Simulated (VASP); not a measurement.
# Li2O (Fm-3m) in VASP: further runs, part 2 of 2

VASP 6.6.1. Earlier steps stand in the parts before.

**5. Electrostatic potential, PBE, non-collinear spin, zero start, spin-orbit coupling**

This run uses another cell than the first one, of 7.90 Å³/atom, 0.974 times its volume.

INCAR

```
SYSTEM = Li2O
  PREC = Accurate
  ENCUT = 520
  EDIFF = 1E-7
  ISMEAR = 0
  SIGMA = 0.02
  LREAL = .False.
  LASPH = .True.
  NELM = 80
  ALGO = Normal
  ISIF = 2
  LWAVE = .False.
  LCHARG = .True.
  MAGMOM = 0 0 0 0 0 0 0 0 0
  LORBIT = 11
  LSORBIT = .True.
  GGA_COMPAT = .False.
  GGA = PE
  LVHAR = .True.
  KPAR = 4
```

KPOINTS

```
Automatic mesh
0
Gamma
  10 10 10
  0 0 0
```

POSCAR

```
Li2O                                    
1.0
   -0.0000000000      2.2798216766      2.2798216766
    2.2798216766     -0.0000000000      2.2798216766
    2.2798216766      2.2798216766      0.0000000000
  O               Li            
     1     2
Direct
     0.0000000000000000    0.0000000000000000    0.0000000000000000
     0.2500000000000000    0.2500000000000000    0.2500000000000000
     0.7500000000000000    0.7500000000000000    0.7500000000000000
```

Potentials or basis: VASP PAW PBE potentials, release 64 (O, Li_sv).

Started as:

```sh
> cat potpaw_PBE.64/O/POTCAR potpaw_PBE.64/Li_sv/POTCAR > POTCAR
> mpirun -np 4 vasp_ncl > vasp.out
```

OUTCAR:

```text
SYSTEM = Li2O
   PREC = Accurate
   ENCUT = 520
   EDIFF = 1E-7
   ISMEAR = 0
   LREAL = .False.
   LASPH = .True.
   NELM = 80
   ISIF = 2
   LORBIT = 11
   LSORBIT = .True.
   GGA = PE

 ion  position               nearest neighbor table
   1  0.000  0.000  0.000-   3 1.97   3 1.97   3 1.97   2 1.97   3 1.97   2 1.97   2 1.97   2 1.97

   2  0.250  0.250  0.250-   1 1.97   1 1.97   1 1.97   1 1.97   3 2.28   3 2.28   3 2.28   3 2.28
                             3 2.28   3 2.28
   3  0.750  0.750  0.750-   1 1.97   1 1.97   1 1.97   1 1.97   2 2.28   2 2.28   2 2.28   2 2.28
                             2 2.28   2 2.28

  LATTYP: Found a face centered cubic cell.
 ALAT       =     4.5596433532

  Lattice vectors:

 A1 = (   0.0000000000,   2.2798216766,   2.2798216766)
[... 849 lines left out ...]
     0.0000000     0.0000000     0.0000000     0.0000000     0.0000000     0.0000000     0.0000000
     0.0000000     0.0000000     0.0000000     0.0000000     0.0000000     0.0000000     0.0000000
     0.0000000     0.0000000     0.0000000     0.0000000     0.0000000     0.0000000     0.0000000
     0.0000000     0.0000000     0.0000000     0.0000000     0.0000000     0.0000000     0.0000000
     0.0000000     0.0000000     0.0000000     0.0000000     0.0000000     0.0000000     0.0000000

 total charge

# of ion       s       p       d       tot
------------------------------------------
    1        1.535   3.517   0.000   5.051
    2        2.038   0.088   0.000   2.127
    3        2.038   0.088   0.000   2.127
--------------------------------------------------
tot          5.611   3.693   0.000   9.305

 magnetization (x)

# of ion       s       p       d       tot
------------------------------------------
    1        0.000   0.000   0.000   0.000
    2        0.000  -0.000   0.000   0.000
    3        0.000  -0.000   0.000   0.000
--------------------------------------------------
tot          0.000  -0.000   0.000   0.000

 magnetization (y)

# of ion       s       p       d       tot
------------------------------------------
    1        0.000   0.000   0.000   0.000
    2        0.000  -0.000   0.000  -0.000
    3       -0.000   0.000   0.000  -0.000
--------------------------------------------------
tot          0.000  -0.000   0.000  -0.000

 magnetization (z)

# of ion       s       p       d       tot
------------------------------------------
    1        0.000  -0.000   0.000   0.000
    2        0.000  -0.000   0.000   0.000
    3        0.000  -0.000   0.000   0.000
--------------------------------------------------
tot          0.000  -0.000   0.000   0.000
```

It took 9.7 s on 4 MPI ranks of Intel Xeon 6975P-C (Granite Rapids), shared host; peak memory 0.19 GiB.

What came out:

- Free energy: -14.3329 eV
- Net moment: 0.00 μB per cell
- Valence electrons inside the program's atomic spheres: O 5.05; Li 2.13

Moments on the atoms (μB; x, y, z):
```
O   0.00 0.00 0.00
Li  0.00 0.00 0.00
Li  0.00 0.00 0.00
```

Caveat: the cutoff is under 1.25 times the usual one of these potentials, so pressure, stress and relaxed cells hold a basis-set (Pulay) error.

**6. Electrostatic potential, PBE**

This run uses another cell than the first one, of 7.90 Å³/atom, 0.974 times its volume.

Changes to INCAR since step 5:

```diff
@@ -13,6 +13,2 @@
   LCHARG = .True.
-  MAGMOM = 0 0 0 0 0 0 0 0 0
-  LORBIT = 11
-  LSORBIT = .True.
-  GGA_COMPAT = .False.
   GGA = PE
```

KPOINTS is that of step 5.

POSCAR is that of step 5.

Potentials or basis: VASP PAW PBE potentials, release 64 (O, Li_sv).

Started as:

```sh
> cat potpaw_PBE.64/O/POTCAR potpaw_PBE.64/Li_sv/POTCAR > POTCAR
> mpirun -np 4 vasp_std > vasp.out
```

Wall time 2.1 s (4 MPI ranks of Intel Xeon 6975P-C (Granite Rapids), shared host); peak memory 0.12 GiB.

The run converged. Its results:

- Free energy: -14.3328 eV
- Band gap on the k mesh: 5.05 eV, indirect (least direct gap 5.57 eV)

Levels at points of the mesh, in eV from the valence-band top:
```
           k point  band 4  band 5  band 6  band 7  band 8  band 9
(0.00, 0.00, 0.00)    0.00    0.00    0.00    5.57   12.16   12.16
(0.50, 0.00, 0.00)   -2.86   -0.47   -0.47    9.47   10.22   12.28
(0.50, 0.50, 0.00)   -1.62   -1.45   -1.45    5.05   13.91   13.91
```

Caveat: the cutoff is under 1.25 times the usual one of these potentials, so pressure, stress and relaxed cells hold a basis-set (Pulay) error. A k mesh can miss the band edges.

**7. Summary**

| task | level | spin | cell | k mesh | cutoff (eV) | grid for exact exchange (PRECFOCK) | screening parameter | gap on the mesh (eV) |
| --- | --- | --- | --- | --- | --- | --- | --- | --- |
| relaxation of cell and atoms | r2SCAN+rVV10 | off | relaxed | 10 × 10 × 10 | 600 | - | - | 5.68 |
| electrostatic potential | r2SCAN+rVV10 | off | Fm-3m, 7.9 Å³/atom | 10 × 10 × 10 | 520 | - | - | 5.68 |
| electrostatic potential | HSE06 | off | Fm-3m, 7.9 Å³/atom | 8 × 8 × 8 | 520 | Fast | 0.2 1/A | 6.68 |
| electrostatic potential | PBE | non-collinear, zero start, SOC | Fm-3m, 7.9 Å³/atom | 10 × 10 × 10 | 520 | - | - | - |
| electrostatic potential | PBE | off | Fm-3m, 7.9 Å³/atom | 10 × 10 × 10 | 520 | - | - | 5.05 |

Alike in all rows: potentials or basis VASP PAW PBE potentials, release 64 (O, Li_sv); smearing gaussian 0.02 eV.

On the cell as given the gap runs from 5.05 eV (PBE) to 6.68 eV (HSE06); the meshes differ, which moves gaps too.

Caveats: the cutoff is under 1.25 times the usual one of these potentials, so pressure, stress and relaxed cells hold a basis-set (Pulay) error; the PAW data sets were made with another functional, which shifts forces and pressure a little (some runs).

Total energies depend on the potentials used, so only differences within one code and one set of settings carry meaning.
